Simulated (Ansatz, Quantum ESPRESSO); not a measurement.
Given: the input of a run of Ansatz 0.2.0 on FeO. Atoms were shifted at random by some hundredths of an Å from the given cell, which wasn't relaxed again for these runs. The cell comes from a database or a generator and needn't be the stable form of this composition.

input.yaml

```yaml
crystal:
  lattice:
    - [2.61246963, 0.0, 0.0]
    - [0.0, 2.61246963, 0.0]
    - [0.0, 0.0, 2.61246963]
  atoms:
    - { symbol: Fe, position: [0.012598, 0.002684, -0.003583], spin: 3.0 }
    - { symbol: O, position: [0.484133, 0.502217, 0.500356] }
hamiltonian:
  xc: pbe
  pseudopotentials: { kind: paw }
magnetization:
  spin_polarized: true
kpoints:
  mp_grid: { grid: [10, 10, 10] }
scf:
  occupations: { method: fermi_dirac, width: 0.05 }
output:
  forces: true
  stress: true
  eigenvalues: true
  write_density: true
  write_potential: true
  elf: true
  volumetric_format: npy
```

Potentials or basis: Ansatz PAW.

Run with:

```sh
$ ansatz run input.yaml --threads 1 --pin off --max-ram 3584MiB --backend cpu --events-out ev --progress --plain --runs-dir out
```

Problem. Translate it to Quantum ESPRESSO 7.5. Potentials or basis there: SSSP 1.3 efficiency PBE, cutoff 871 eV.

Solution. As run (cutoffs and basis follow the program's own potentials, and thresholds, step limits or extra output files can differ):

Contents of pw.in:

```
&CONTROL
  calculation = 'scf'
  prefix = 'pwscf'
  outdir = './tmp'
  pseudo_dir = './pseudo'
  tprnfor = .true.
  tstress = .true.
  disk_io = 'nowf'
/
&SYSTEM
  ibrav = 0
  nat = 2
  ntyp = 2
  ecutwfc = 64
  ecutrho = 782
  nbnd = 21
  occupations = 'smearing'
  smearing = 'fd'
  degauss = 0.00367493
  nspin = 2
  starting_magnetization(1) = 0.1875
  starting_magnetization(2) = 0
/
&ELECTRONS
  conv_thr = 4d-10
  electron_maxstep = 120
  mixing_beta = 0.3
/
ATOMIC_SPECIES
Fe    55.8450 Fe.pbe-spn-kjpaw_psl.0.2.1.UPF
O     15.9990 O.pbe-n-kjpaw_psl.0.1.UPF
CELL_PARAMETERS angstrom
   2.6124696300    0.0000000000    0.0000000000
   0.0000000000    2.6124696300    0.0000000000
   0.0000000000    0.0000000000    2.6124696300
ATOMIC_POSITIONS crystal
Fe     0.0125980000    0.0026840000   -0.0035830000
O      0.4841330000    0.5022170000    0.5003560000
K_POINTS automatic
10 10 10 0 0 0
```

Potentials or basis: SSSP 1.3 efficiency PBE.

Run with:

```bash
$ OMP_NUM_THREADS=1 pw.x -in pw.in > pw.out
```

Both were run:

|  | Ansatz | Quantum ESPRESSO |
| --- | --- | --- |
| Pressure | 9.8 GPa | 8.7 GPa |
| Largest force | 0.124 eV/Å | 0.139 eV/Å |
| Net moment | 4.00 μB per cell | 4.00 μB per cell |
| Absolute moment | 4.00 μB per cell | 4.00 μB per cell |
| Energy over the undisturbed cell | 2.3 meV/atom | 2.6 meV/atom |

Ansatz's pressure holds a Pulay term of +0.76 GPa for its cutoff of 420 eV, which the other run lacks.

Where Ansatz's input types no cutoff or centring, it takes its own default and a Γ-centred mesh.

The magnetic state is the one that the start led to; the real crystal's order can differ.

Pressure is positive in compression.
